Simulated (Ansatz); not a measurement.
## Al under pressure: fit and missing row

Al, P6_3/mmc, a = 2.790 Å, c = 4.648 Å. This isn't the element's structure at ambient conditions. Ansatz: PBEsol+D3(BJ), PAW, 420 eV, Γ-centred 18×18×10 mesh on 2 atoms, Gaussian smearing 0.10 eV; no spin polarisation. Cell and atoms are relaxed at each pressure, and no other structure is tried, so the rows at high pressure may lie past a change of phase.

```
V (Å³/atom) P (GPa)
          ?    89.97
     11.565    49.98
     12.938    25.02
     14.045    11.99
     15.024     4.00
     15.491     1.01
     15.669    -0.01
     15.855    -1.01
```

**Question.** Take V0 = 15.669 Å³/atom, count pressures from its P0 = -0.01 GPa, fit the third-order Birch–Murnaghan form to the other rows, and predict the missing volume.

**Answer.** With the Eulerian strain f = ½[(V0/V)^(2/3) − 1] and y = (P − P0)/[3f(1 + 2f)^(5/2)], the form is the line y = B0 + 1.5 B0 (B0′ − 4) f. Rows (f, y): 0.11221, 89.5; 0.06809, 89.1; 0.03784, 88.1; 0.01421, 87.7; 0.00382, 87.3; -0.00392, 86.7. Means f = 0.03871, y = 88.067; Σ(Δf)² = 0.009901, ΣΔfΔy = 0.2297; the slope is their ratio. y = 87.17 + 23.20 f GPa, so B0 = 87.2 GPa and B0′ = 4 + 2 × (23.20)/(3 × 87.17) = 4.18. P = 89.97 GPa is met at f = 0.16292 (y = 90.95), so V = V0 (1 + 2f)^(−3/2) = 10.264 Å³/atom. The run gave 10.230 Å³/atom, so the fit is 0.034 Å³/atom too high, 0.6 % of the span of the series, against an rms of 0.004 Å³/atom on the fitted rows. The row lies outside the fitted range. The points of y bend away from a line: a fourth-order term fitted to them gives P = 89.60 GPa at this row's volume (the line 91.31, the run 89.97).